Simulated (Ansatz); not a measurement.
# Ni2Ge: how the free axis answers a strain

Ni2Ge, P6_3/mmc, a = 3.978 Å, c = 5.037 Å. The structure is a Materials Project entry; whether it is the stable form wasn't checked. Ansatz: r2SCAN, PAW, 500 eV, Γ-centred 12×12×8 mesh on 6 atoms, Gaussian smearing 0.10 eV; no spin polarisation. Series: biaxial strain in the a-b plane, c and atoms relaxed; x is the strain in per cent. y is the change of c in per cent of 5.037 Å.

```tsv
x (%)	y (%)
-3.0	2.70
-2.0	1.69
-1.0	0.79
0.0	0.00
1.0	-0.69
2.0	?
3.0	-1.85
```

Question: Fit y = c1 x + c2 x² to the other rows, say what c1 measures, and predict the missing y.

Answer: Least squares on the rows shown. y = −0.7556 x + 0.04703 x². With no stress along c, c1 = −2C13/C33 = -0.756. At x = 2.0 the fit asked for gives -1.32 %. The run gave -1.30 %, so the fit is 0.02 % too low, within twice the rms miss on the fitted rows (0.01 %).